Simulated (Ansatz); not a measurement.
# CoO under changes of volume

One of the cells (11.411 Å³/atom); the others are scaled copies at fixed shape and fractional positions:

```
Co O
1.0
     1.60222    0.92504    2.56647
    -1.60222    0.92504    2.56647
     0.00000   -1.85008    2.56647
Co O
1 1
Direct
  0.99898 0.99898 0.99898
  0.75102 0.75102 0.75102
```

Measurements of this composition are mostly on another form, of space group No. 225.

- Program: Ansatz 0.2.0
- Functional: LDA
- Potentials or basis: all-electron LAPW, scalar-relativistic
- Cutoff: 455 eV (chosen from the basis error)
- Basis error allowed: 0.001 eV/atom
- k mesh: 10 × 10 × 10
- Occupations: fermi-dirac, width 0.05 eV
- Spin: collinear spin, ferromagnetic start
- Starting moments: [2.0, 0.0] μB

```csv
volume (Å³/atom),energy over the lowest point (meV/atom),pressure (GPa),moment (μB per cell),largest force (eV/Å)
10.727,0.00,-13.9,1.89,0.271
10.955,20.28,-13.2,2.31,0.244
11.183,?,?,?,?
11.411,61.58,-15.9,2.63,0.188
11.640,85.13,-17.3,2.74,0.163
11.868,110.73,-18.8,2.82,0.140
12.096,138.41,-20.2,2.88,0.121
```

Q: What does the run at 11.183 Å³/atom give?

A: Energy over the lowest point 39.97 meV/atom; pressure -14.5 GPa; moment 2.49 μB per cell; largest force 0.215 eV/Å.

Worked out: A Birch-Murnaghan fit of order 3 (a polynomial in V^(-2/3)) to the other rows has no minimum within the range. It gives 40.40 meV/atom at 11.183 Å³/atom, against the run's 39.97, and -dE/dV = -14.6 GPa, against -14.5. A parabola through the other rows of the moment, of slope 0.906 μB per Å³/atom there, gives 2.46 μB, against the run's 2.49.

Energies are extrapolated to zero smearing.

Caveats: a cell with one magnetic atom can't hold antiferromagnetic order, which such compounds often take.
